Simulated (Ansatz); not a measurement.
The system is HfC.

```xyz
2
Lattice="0.0000 2.3250 2.3250 2.3250 0.0000 2.3250 2.3250 2.3250 0.0000" Properties=species:S:1:pos:R:3 pbc="T T T"
Hf    2.3250    2.3250    2.3250
C     0.0000    0.0000    0.0000
```

```yaml
Program: Ansatz 0.2.0
Task: relaxation of cell and atoms
Functional: RPBE
Dispersion: D3(BJ)
Potentials_or_basis: Ansatz PAW
Cutoff: "420 eV (not typed: the program's choice for these potentials)"
k_mesh: 10 × 10 × 10
Occupations: fermi-dirac, width 0.05 eV
Spin: no spin polarisation
```

At the start: volume 12.57 Å³/atom.

**Question.** Where does the relaxation end?

**Answer.** It ends after 8 steps and the volume is 11.25 Å³/atom (-10.5 %); space group Fm-3m (No. 225, to 0.05 Å).

The path:
| step | energy change (eV) | largest force (eV/Å) | volume (Å³) |
| --- | --- | --- | --- |
| 1 | 0.0000 | 0.0000 | 25.14 |
| 2 | -0.2138 | 0.0000 | 21.64 |
| 3 | -0.2457 | 0.0000 | 22.65 |
| 4 | -0.2468 | 0.0000 | 22.52 |
| 5 | -0.2468 | 0.0000 | 22.51 |
| 6 | -0.2439 | 0.0000 | 22.51 |
| 7 | -0.2439 | 0.0000 | 22.50 |
| 8 | -0.2439 | 0.0000 | 22.50 |

Final structure:
```
Hf C
1.0
     0.00000    2.24084    2.24084
     2.24084    0.00000    2.24084
     2.24084    2.24084    0.00000
Hf C
1 1
Direct
  0.50000 0.50000 0.50000
  0.00000 0.00000 0.00000
```

Caveat: the plane-wave basis is chosen anew once the cell has moved, so the energies of steps on either side of that aren't comparable; the pressure holds a Pulay correction of +0.3 GPa for the finite cutoff; the volume moved by -10 % from the deposited cell, more than functionals usually miss; the PAW data sets come from PBE, with cores solved anew for the run's functional, which leaves a small shift of forces and pressure.
